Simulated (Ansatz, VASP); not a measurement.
## Two plane-wave programs on InH

File INCAR:

```
ALGO = Normal ; EDIFF = 1E-6
ENCUT = 520 ; ISIF = 2
ISMEAR = 0 ; LASPH = True
LCHARG = False ; LREAL = False
LWAVE = False ; NBANDS = 14
NELM = 80 ; PREC = Accurate
SIGMA = 0.05
```

KPOINTS

```
k-points
0
Gamma
  6 6 6
```

Contents of POSCAR:

```
InH
1.0
    3.0544658225      0.0000000000      0.0000000000
    0.0000000000      3.0544658225      0.0000000000
    0.0000000000      0.0000000000      3.0544658225
In H
1 1
Direct
    0.0000000000      0.0000000000      0.0000000000
    0.5000000000      0.5000000000      0.5000000000
```

Input for Ansatz:

```yaml
crystal:
  lattice:
    - [3.054465824, 0.0, 0.0]
    - [0.0, 3.054465824, 0.0]
    - [0.0, 0.0, 3.054465824]
  atoms:
    - { symbol: In, position: [0.0, 0.0, 0.0] }
    - { symbol: H, position: [0.5, 0.5, 0.5] }
basis:
  ecutwfc: 420
kpoints:
  mp_grid: { grid: [6, 6, 6] }
hamiltonian:
  xc: lda
scf:
  occupations: { method: gaussian, width: 0.05 }
output:
  forces: true
  stress: true
  eigenvalues: true
```

The cell comes from a database or a generator and needn't be the stable form of this composition.

Alike in both runs: task single point; functional LDA; k mesh 6 × 6 × 6; occupations gaussian, width 0.05 eV; no spin polarisation.

```csv
,VASP,Ansatz
version,VASP 6.6.1,Ansatz 0.2.0
potentials or method,"VASP PAW LDA potentials, release 64 (In_d, H)","scalar-relativistic, plane waves, PAW"
plane-wave cutoff (eV),520,420
valence electrons in the cell,14,14
```

|  | VASP | Ansatz | Ansatz less VASP |
| --- | --- | --- | --- |
| gap on the k mesh at the Fermi level (eV) | none | none | - |
| pressure (GPa) | -0.2 | -0.2 | -0.02 |

A gap of «none» marks a metal or a gap that the smearing closes.
